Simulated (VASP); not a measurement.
Ni: single point with PBE

The system is Ni.

```
CELL_PARAMETERS angstrom
-1.40192 1.40192 1.40192
1.40192 -1.40192 1.40192
1.40192 1.40192 -1.40192
ATOMIC_POSITIONS crystal
Ni 0.00000 0.00000 0.00000
```

This isn't the form of Ni at room conditions, which is fcc.

The cell isn't the ideal one: volume scaled by 1.04.

```json
{
 "Program": "VASP 6.6.1",
 "Task": "single point",
 "Functional": "PBE",
 "Potentials or basis": "VASP PAW PBE potentials, release 64 (Ni)",
 "Cutoff": "520 eV",
 "k mesh": "13 × 13 × 13",
 "Occupations": "fermi-dirac, width 0.05 eV",
 "Spin": "collinear spin, typed start",
 "Starting moments": "[1.0] μB"
}
```

| Property | Result |
| --- | --- |
| Pressure | -0.4 GPa |
| Band gap on the k mesh | none (metal or under the smearing width) |
| Net moment | 0.59 μB per cell |
| Site moments | Ni +0.60 μB |
| Valence electrons inside the program's atomic spheres | Ni 9.29 |

Levels at points of the mesh, in eV from the Fermi level:
Spin up:
| k point | band 3 | band 4 | band 5 | band 6 | band 7 | band 8 |
| --- | --- | --- | --- | --- | --- | --- |
| (0.00, 0.00, 0.00) | -2.27 | -2.27 | -0.88 | -0.88 | 26.33 | 26.33 |
Spin down:
```
           k point  band 2  band 3  band 4  band 5  band 6  band 7  band 8  band 9
(0.00, 0.00, 0.00)   -1.56   -1.56   -1.56   -0.36   -0.36   26.23   26.23   26.23
```

Wall time 17 s on 1 thread of Intel(R) Xeon(R) 6975P-C (Granite Rapids), with other jobs on the host, peak memory 0.13 GiB.
